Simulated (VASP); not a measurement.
# BaS (Fm-3m) in VASP: notebook, part 2 of 2

VASP 6.6.1. Earlier steps stand in the parts before.

## (3) Relaxation of cell and atoms, PBE

This run uses another cell than the first one, of 32.58 Å³/atom, 0.981 times its volume.

INCAR reads:

```
SYSTEM = BaS
  PREC = Accurate
  ENCUT = 500
  EDIFF = 1E-7
  ISMEAR = 0
  SIGMA = 0.01
  LREAL = .False.
  LASPH = .True.
  NELM = 120
  ALGO = Normal
  ISIF = 3
  LWAVE = .False.
  LCHARG = .False.
  GGA = PE
  IBRION = 2
  NSW = 80
  EDIFFG = -0.02
  GGA_COMPAT = .False.
  NELMIN = 4
```

KPOINTS reads:

```
Automatic mesh
0
Gamma
  5 5 5
  0 0 0
```

POSCAR reads:

```
BaS
1.0
    0.0000000000      3.1937500000      3.1937500000
    3.1937500000      0.0000000000      3.1937500000
    3.1937500000      3.1937500000      0.0000000000
Ba S
1 1
Direct
    0.0000000000      0.0000000000      0.0000000000
    0.5000000000      0.5000000000      0.5000000000
```

Potentials or basis: VASP PAW PBE potentials, release 64 (Ba_sv, S).

On the command line:

```console
> cat potpaw_PBE.64/Ba_sv/POTCAR potpaw_PBE.64/S/POTCAR > POTCAR
> mpirun -np 1 vasp_std > vasp.out
```

OUTCAR:

```text
SYSTEM = BaS
   PREC = Accurate
   ENCUT = 500
   EDIFF = 1E-7
   ISMEAR = 0
   LREAL = .False.
   LASPH = .True.
   NELM = 120
   ISIF = 3
   GGA = PE
   IBRION = 2
   NSW = 80
   EDIFFG = -0.02
   NELMIN = 4

 ion  position               nearest neighbor table
   1  0.000  0.000  0.000-   2 3.19   2 3.19   2 3.19   2 3.19   2 3.19   2 3.19
   2  0.500  0.500  0.500-   1 3.19   1 3.19   1 3.19   1 3.19   1 3.19   1 3.19

  LATTYP: Found a face centered cubic cell.
 ALAT       =     6.3875000000

  Lattice vectors:

 A1 = (   0.0000000000,   3.1937500000,   3.1937500000)
 A2 = (   3.1937500000,   0.0000000000,   3.1937500000)
 A3 = (   3.1937500000,   3.1937500000,   0.0000000000)

Analysis of symmetry for initial positions (statically):
=====================================================================
 Subroutine PRICEL returns:
 Original cell was already a primitive cell.

 Routine SETGRP: Setting up the symmetry group for a
 face centered cubic supercell.

 Subroutine GETGRP returns: Found 48 space group operations
 (whereof 48 operations were pure point group operations)
 out of a pool of 48 trial point group operations.

The static configuration has the point symmetry O_h .

Analysis of symmetry for dynamics (positions and initial velocities):
=====================================================================
 Subroutine PRICEL returns:
 Original cell was already a primitive cell.

 Routine SETGRP: Setting up the symmetry group for a
 face centered cubic supercell.

 Subroutine GETGRP returns: Found 48 space group operations
 (whereof 48 operations were pure point group operations)
 out of a pool of 48 trial point group operations.

The dynamic configuration has the point symmetry O_h .

 Subroutine INISYM returns: Found 48 space group operations
 (whereof 48 operations are pure point group operations),
 and found     1 'primitive' translations
[... 90 lines left out ...]
   PSTRESS=    0.0 pullay stress
   NELECT =      16.0000    total number of electrons
   NUPDOWN=      -1.0000    fix difference up-down
   EMIN   =  10.00;   EMAX   =-10.00  energy-range for DOS
   EFERMI =   0.00;   METHOD = LEGACY
   ISMEAR =     0;   SIGMA  =   0.01  broadening in eV -4-tet -1-fermi 0-gaus
   EFERMI_NEDOS =   21; number of points for ismear=-14 and -15
   IALGO  =     38    algorithm
   IMIX   =      4    mixing-type and parameters
     AMIX     =   0.40;   BMIX     =  1.00
     AMIX_MAG =   1.60;   BMIX_MAG =  1.00
  volume/ion in A,a.u.               =      32.58       219.84
  Fermi-wavevector in a.u.,A,eV,Ry     =   1.025189  1.937326 14.299891  1.051012
  Thomas-Fermi vector in A             =   2.159016
   LORBIT       =      0    0 simple, 1 ext, 2 COOP (PROOUT), +10 PAW based schemes
   GGA     = PE    functional components
   LHFCALC =     F    Hartree Fock is set to
   AEXX    =    0.0000 exact exchange contribution
   IVDW    =     0    specifies the selected vdW correction
   LEPSILON=     F    determine dielectric tensor
   LRPA    =     F    only Hartree local field effects (RPA)
 conjugate gradient relaxation of ions
 non-spin polarized calculation
 Gauss-broadening in eV      SIGMA  =   0.01
  energy-cutoff  :      500.00
  volume of cell :       65.15
 maximum number of plane-waves:      1664
 NGX is ok and might be reduce to    36
   NGX = 17   NGY = 17   NGZ = 17

--------------------------------------- Ionic step        1  -------------------------------------------

 number of electron      16.0000001 magnetization

 Free energy of the ion-electron system (eV)
  ---------------------------------------------------
  ext. energy  EPLUGINS =         0.00000000
  ---------------------------------------------------
  free energy    TOTEN  =       -10.18364537 eV

  energy without entropy =      -10.18364537  energy(sigma->0) =      -10.18364537

------------------------ aborting loop because EDIFF is reached ----------------------------------------

  FORCE on cell =-STRESS in cart. coord.  units (eV):
  Direction    XX          YY          ZZ          XY          YZ          ZX
  --------------------------------------------------------------------------------------
  -------------------------------------------------------------------------------------
  Total        0.5835501      0.5835501      0.5835501      0.0000000      0.0000000      0.0000000
  in kB       14.3501343     14.3501343     14.3501343      0.0000000      0.0000000      0.0000000
  external PRESSURE =      14.3501343 kB  Pullay stress =       0.0000000 kB
[... 59 lines left out ...]
--------------------------------------- Ionic step        3  -------------------------------------------

 number of electron      16.0000001 magnetization

 Free energy of the ion-electron system (eV)
  ---------------------------------------------------
  ext. energy  EPLUGINS =         0.00000000
  ---------------------------------------------------
  free energy    TOTEN  =       -10.19289069 eV

  energy without entropy =      -10.19289069  energy(sigma->0) =      -10.19289069

 E-fermi :   1.4172     XC(G=0):  -8.4928

 val. band max:        1.2917943531   @ k =   0.0000   0.0000   0.0000
 cond. band min:       3.5623285682   @ k =   0.4000   0.4000   0.0000
 fundamental gap:      2.2705342152
 Fermi energy:         1.4171693180

 k-point     1 :       0.0000    0.0000    0.0000
  band No.  band energies     occupation
      1     -24.8882      2.00000
      2      -9.9464      2.00000
      3      -9.9464      2.00000
      4      -9.9464      2.00000
      5      -9.0198      2.00000
      6       1.2918      2.00000
      7       1.2918      2.00000
      8       1.2918      2.00000
      9       4.7355      0.00000
     10       5.1528      0.00000
     11       5.1528      0.00000
     12       5.1528      0.00000
[... 162 lines left out ...]
  FREE ENERGIE OF THE ION-ELECTRON SYSTEM (eV)
  ---------------------------------------------------
  free  energy   TOTEN  =       -10.1928906892 eV

  energy  without entropy=      -10.1928906892  energy(sigma->0) =      -10.19289069

 reached required accuracy - stopping structural energy minimisation
```

CONTCAR:

```text
BaS
   1.00000000000000
     0.0000000000000000    3.2281191488399474    3.2281191488399474
     3.2281191488399474    0.0000000000000000    3.2281191488399474
     3.2281191488399474    3.2281191488399474   -0.0000000000000000
  Ba              S
     1     1
Direct
     0.0000000000000000    0.0000000000000000    0.0000000000000000
     0.5000000000000000    0.5000000000000000    0.5000000000000000

  0.00000000E+00  0.00000000E+00  0.00000000E+00
  0.00000000E+00  0.00000000E+00  0.00000000E+00
```

Run time: 60 s. Hardware: 1 thread of Intel Xeon 8259CL, shared host; peak memory 0.2 GiB.

Results:

```yaml
Free_energy: -10.1929 eV
Relaxed_volume: 33.64 Å³/atom
Relaxed_cell: a = 4.565 Å, b = 4.565 Å, c = 4.565 Å, α = 60.00°, β = 60.00°, γ = 60.00°
Space_group_after_relaxing_to_0.05_Å: Fm-3m (No. 225)
Energy_gained_by_relaxing: 4.6 meV/atom
Ionic_steps: 3
Pressure_after_relaxing: 0.0 GPa
Band_gap_on_the_k_mesh: 2.27 eV, indirect (least direct gap 2.44 eV)
```

The path:
| step | energy change (eV) | largest force (eV/Å) | pressure (GPa) | volume (Å³) |
| --- | --- | --- | --- | --- |
| 1 | 0.0000 | 0.0000 | 1.44 | 65.15 |
| 2 | -0.0084 | 0.0000 | -0.40 | 67.94 |
| 3 | -0.0092 | 0.0000 | 0.00 | 67.28 |

Final structure:
```xyz
2
Lattice="0.0000 3.2281 3.2281 3.2281 0.0000 3.2281 3.2281 3.2281 0.0000" Properties=species:S:1:pos:R:3 pbc="T T T"
Ba    0.0000    0.0000    0.0000
S     3.2281    3.2281    3.2281
```

Levels at points of the mesh, in eV from the valence-band top:
```tsv
k point	band 5	band 6	band 7	band 8	band 9	band 10	band 11	band 12
(0.00, 0.00, 0.00)	-10.31	0.00	0.00	0.00	3.44	3.86	3.86	3.86
```

Caveat: spin-orbit coupling is left out, which moves the levels of the heavy elements. A k mesh can miss the band edges.

## (4) Against experiment

Step 2. Measured gap of BaS: 3.806 eV (indirect; 2 K; a printed reference work, monograph, original work of 1988). This calculation gives 2.25 eV (-1.55 eV). Spin-orbit coupling on Ba is left out. The value is that of PBE on a finite k mesh, which can miss the band edges, without temperature or zero-point motion. Semilocal functionals fall short of measured gaps as a rule.
